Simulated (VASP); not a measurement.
# Te (Imma) in VASP: single point with LDA

Aim: the single point of Te with LDA.

All numbers are computed with VASP 6.6.1; they aren't measurements. Logs are shortened: lines on timing, memory, paths and dates and some standing lists are left out, and cuts for length are marked.

**1. The structure**

The structure is orthorhombic, space group Imma (No. 74). The conventional cell has a = 5.916 Å, b = 7.752 Å, c = 3.070 Å, α = 90.00°, β = 90.00°, γ = 90.00°. Te (site symmetry mm2) has 4 Te at 2.96 to 3.07 Å as nearest neighbours.

This isn't the form of Te at room conditions, which is trigonal, of chains.

**2. Single point, LDA**

Input file INCAR:

```
PREC     = Accurate       # precision mode
ENCUT    = 520            # plane-wave cutoff, eV
EDIFF    = 1E-6           # SCF threshold, eV
ISMEAR   = 0              # smearing method
SIGMA    = 0.1            # smearing width, eV
LREAL    = False          # projectors in reciprocal space
LASPH    = True           # aspherical terms in the spheres
NELM     = 100            # most SCF steps
ALGO     = Fast           # electronic algorithm
ISIF     = 2              # what is computed and relaxed
LWAVE    = False          # write WAVECAR
LCHARG   = False          # write CHGCAR
NBANDS   = 13             # bands
```

Input file KPOINTS:

```
Automatic mesh
0
Gamma
  6 6 6
```

Input file POSCAR:

```
Te
1.0
   -2.9577914636      3.8759656627      1.5351528885
    2.9577914636     -3.8759656627      1.5351528885
    2.9577914636      3.8759656627     -1.5351528885
Te
2
Direct
    0.9990709800      0.2490709800      0.7500000000
    0.0009290200      0.7509290200      0.2500000000
```

Potentials or basis: VASP PAW LDA potentials, release 64 (Te).

Started as:

```console
cat potpaw_LDA.64/Te/POTCAR > POTCAR
mpirun -np 1 vasp_std > vasp.out
```

OUTCAR:

```text
PREC = Accurate
   ENCUT = 520
   EDIFF = 1E-6
   ISMEAR = 0
   LREAL = False
   LASPH = True
   NELM = 100
   ISIF = 2

 ion  position               nearest neighbor table
   1  0.999  0.249  0.750-   2 2.96   2 2.96
   2  0.001  0.751  0.250-   1 2.96   1 2.96

  LATTYP: Found a body centered orthorhombic cell.
 ALAT       =     3.0703057770
 B/A-ratio  =     1.9267080730
 C/A-ratio  =     2.5248075887

  Lattice vectors:

 A1 = (   2.9577914636,  -3.8759656627,   1.5351528885)
 A2 = (  -2.9577914636,  -3.8759656627,  -1.5351528885)
 A3 = (   2.9577914636,   3.8759656627,  -1.5351528885)

Analysis of symmetry for initial positions (statically):
=====================================================================
 Subroutine PRICEL returns:
 Original cell was already a primitive cell.

 Routine SETGRP: Setting up the symmetry group for a
 body centered orthorhombic supercell.

 Subroutine GETGRP returns: Found  8 space group operations
 (whereof  4 operations were pure point group operations)
 out of a pool of  8 trial point group operations.

The static configuration has the point symmetry C_2h.
 The point group associated with its full space group is D_2h.

Analysis of symmetry for dynamics (positions and initial velocities):
=====================================================================
 Subroutine PRICEL returns:
 Original cell was already a primitive cell.

 Routine SETGRP: Setting up the symmetry group for a
 body centered orthorhombic supercell.

 Subroutine GETGRP returns: Found  8 space group operations
 (whereof  4 operations were pure point group operations)
 out of a pool of  8 trial point group operations.

The dynamic configuration has the point symmetry C_2h.
 The point group associated with its full space group is D_2h.

 Subroutine INISYM returns: Found  8 space group operations
 (whereof  4 operations are pure point group operations),
 and found     1 'primitive' translations

----------------------------------------------------------------------------------------

                                     Primitive cell

  volume of cell :      70.3978

  direct lattice vectors                    reciprocal lattice vectors
    -2.957791464  3.875965663  1.535152889     0.000000000  0.129000111  0.325700459
[... 94 lines left out ...]
   POTIM  = 0.5000    time-step for ionic-motion
   TEBEG  =    0.0;   TEEND  =   0.0 temperature during run
   PSTRESS=    0.0 pullay stress
   NELECT =      12.0000    total number of electrons
   NUPDOWN=      -1.0000    fix difference up-down
   EMIN   =  10.00;   EMAX   =-10.00  energy-range for DOS
   EFERMI =   0.00;   METHOD = LEGACY
   ISMEAR =     0;   SIGMA  =   0.10  broadening in eV -4-tet -1-fermi 0-gaus
   EFERMI_NEDOS =   21; number of points for ismear=-14 and -15
   IALGO  =     68    algorithm
   IMIX   =      4    mixing-type and parameters
     AMIX     =   0.40;   BMIX     =  1.00
     AMIX_MAG =   1.60;   BMIX_MAG =  1.00
  volume/ion in A,a.u.               =      35.20       237.53
  Fermi-wavevector in a.u.,A,eV,Ry     =   0.907714  1.715330 11.210440  0.823944
  Thomas-Fermi vector in A             =   2.031554
   LORBIT       =      0    0 simple, 1 ext, 2 COOP (PROOUT), +10 PAW based schemes
   GGA     = CA    functional components
   LHFCALC =     F    Hartree Fock is set to
   AEXX    =    0.0000 exact exchange contribution
   IVDW    =     0    specifies the selected vdW correction
   LEPSILON=     F    determine dielectric tensor
   LRPA    =     F    only Hartree local field effects (RPA)
 non-spin polarized calculation
 RMM-DIIS sequential band-by-band and
 Gauss-broadening in eV      SIGMA  =   0.10
  energy-cutoff  :      520.00
  volume of cell :       70.40
 maximum number of plane-waves:      1931
 NGX is ok and might be reduce to    40
   NGX = 19   NGY = 19   NGZ = 19

 number of electron      11.9999999 magnetization

 Free energy of the ion-electron system (eV)
  ---------------------------------------------------
  ext. energy  EPLUGINS =         0.00000000
  ---------------------------------------------------
  free energy    TOTEN  =        -7.14176695 eV

  energy without entropy =       -7.12929988  energy(sigma->0) =       -7.13553342

 E-fermi :   5.0690     XC(G=0):  -9.1264

 val. band max:        5.0301521457   @ k =   0.0000   0.1667   0.0000
 cond. band min:       5.0822211495   @ k =   0.5000   0.3333  -0.0000
 fundamental gap:      0.0520690037
 Fermi energy:         5.0690371713

 k-point     1 :       0.0000    0.0000    0.0000
  band No.  band energies     occupation
      1      -8.2858      2.00000
      2      -5.2072      2.00000
      3      -0.4868      2.00000
      4       2.9660      2.00000
      5       3.4705      2.00000
      6       7.8242      0.00000
      7       8.0247      0.00000
      8       8.5557      0.00000
      9       8.8467      0.00000
     10       9.5615      0.00000
     11      12.7126      0.00000
     12      14.3851      0.00000
     13      15.5353      0.00000
[... 354 lines left out ...]
  band No.  band energies     occupation
      1      -4.9443      2.00000
      2      -4.9432      2.00000
      3       0.3011      2.00000
      4       0.3021      2.00000
      5       4.6445      2.00000
      6       4.6516      2.00000
      7       5.1263      0.41842
      8       5.1271      0.41117
      9      10.1805      0.00000
     10      10.1895      0.00000
     11      11.3353      0.00000
     12      11.3378      0.00000
     13      15.2829      0.00000

 [... further k-points ...]

------------------------ aborting loop because EDIFF is reached ----------------------------------------

  FORCE on cell =-STRESS in cart. coord.  units (eV):
  Direction    XX          YY          ZZ          XY          YZ          ZX
  --------------------------------------------------------------------------------------
  -------------------------------------------------------------------------------------
  Total       -1.6949759     -0.5709289     -0.6648319      0.0000000     -0.0000000      0.0000000
  in kB      -38.5758052    -12.9937202    -15.1308505      0.0000000     -0.0000000      0.0000000
  external PRESSURE =     -22.2334586 kB  Pullay stress =       0.0000000 kB

 VOLUME and BASIS-vectors are now :
 -----------------------------------------------------------------------------
  energy-cutoff  :      520.00
  volume of cell :       70.40
      direct lattice vectors                 reciprocal lattice vectors
    -2.957791464  3.875965663  1.535152889     0.000000000  0.129000111  0.325700459
     2.957791464 -3.875965663  1.535152889     0.169045048  0.000000000  0.325700459
     2.957791464  3.875965663 -1.535152889     0.169045048  0.129000111  0.000000000

 POSITION                                       TOTAL-FORCE (eV/Angst)
 -----------------------------------------------------------------------------------
      0.00000      5.81395      0.76472        -0.000000      0.000000      0.003827
      2.95779     -1.93798      0.77043         0.000000     -0.000000     -0.003827
 -----------------------------------------------------------------------------------
    total drift:                               -0.000000      0.000000     -0.000000

  FREE ENERGIE OF THE ION-ELECTRON SYSTEM (eV)
  ---------------------------------------------------
  free  energy   TOTEN  =        -7.1417669536 eV

  energy  without entropy=       -7.1292998812  energy(sigma->0) =       -7.13553342
```

OSZICAR:

```text
N       E                     dE             d eps       ncg     rms          rms(c)
DAV:   1     0.458989894314E+02    0.45899E+02   -0.43834E+03  1196   0.731E+02
DAV:   2    -0.427558332213E+01   -0.50175E+02   -0.47634E+02  1590   0.113E+02
DAV:   3    -0.713028334694E+01   -0.28547E+01   -0.28397E+01  1494   0.299E+01
DAV:   4    -0.717634353605E+01   -0.46060E-01   -0.46051E-01  1541   0.455E+00
DAV:   5    -0.717725807999E+01   -0.91454E-03   -0.91454E-03  1542   0.607E-01    0.858E+00
RMM:   6    -0.714780556130E+01    0.29453E-01   -0.18919E-02  1210   0.602E-01    0.539E+00
RMM:   7    -0.714314061587E+01    0.46649E-02   -0.27944E-02  1261   0.784E-01    0.349E-01
RMM:   8    -0.714172853472E+01    0.14121E-02   -0.38433E-03  1266   0.384E-01    0.991E-02
RMM:   9    -0.714176398110E+01   -0.35446E-04   -0.44528E-04  1395   0.163E-01    0.710E-02
RMM:  10    -0.714176554376E+01   -0.15627E-05   -0.58024E-05  1428   0.580E-02    0.379E-02
RMM:  11    -0.714176683162E+01   -0.12879E-05   -0.21503E-05  1448   0.320E-02    0.226E-02
RMM:  12    -0.714176695360E+01   -0.12198E-06   -0.26403E-06  1117   0.125E-02
   1 F= -.71417670E+01 E0= -.71355334E+01  d E =-.124671E-01
```

stdout:

```text
POSCAR found type information on POSCAR Te
 POSCAR found :  1 types and       2 ions
 scaLAPACK will be used
 LDA part: xc-table for (Slater(with rela. corr.)+CA(PZ))
 , standard interpolation
 POSCAR, INCAR and KPOINTS ok, starting setup
 FFT: planning ... GRIDC
 FFT: planning ... GRID_SOFT
 FFT: planning ... GRID
 WAVECAR not read
 entering main loop
```

Wall time 21 s (1 thread of AMD EPYC 9R45 (Zen 5), shared host); peak memory 0.17 GiB.

Results:

| Property | Result |
| --- | --- |
| Free energy | -7.1418 eV |
| Pressure | -2.2 GPa |
| Largest force | 0.004 eV/Å |
| Band gap on the k mesh | none (metal or under the smearing width) |

Forces in eV/Å, atoms in the order of the input:
```
Te   0.000  0.000  0.004
Te   0.000  0.000 -0.004
```

Stress tensor (GPa, compression positive):
```
-3.86  0.00  0.00
 0.00 -1.30  0.00
 0.00  0.00 -1.51
```

Levels at points of the mesh, in eV from the Fermi level:
| k point | band 3 | band 4 | band 5 | band 6 | band 7 | band 8 | band 9 | band 10 |
| --- | --- | --- | --- | --- | --- | --- | --- | --- |
| (0.00, 0.00, 0.00) | -5.56 | -2.10 | -1.60 | 2.76 | 2.96 | 3.49 | 3.78 | 4.49 |
| (0.50, 0.00, 0.00) | -5.65 | -4.06 | -3.50 | -1.25 | 0.97 | 3.05 | 3.91 | 5.34 |
| (0.00, 0.50, 0.00) | -4.73 | -4.73 | -0.61 | -0.60 | 0.06 | 0.06 | 6.12 | 6.15 |
| (0.50, 0.50, 0.00) | -2.47 | -2.47 | -1.84 | -1.84 | 3.44 | 3.44 | 7.10 | 7.10 |
| (0.50, 0.50, 0.50) | -5.98 | -4.60 | 0.55 | 2.40 | 3.82 | 4.81 | 7.26 | 7.32 |

Caveat: the k mesh is coarse (spacing up to 0.38 Å⁻¹), so the values aren't converged.
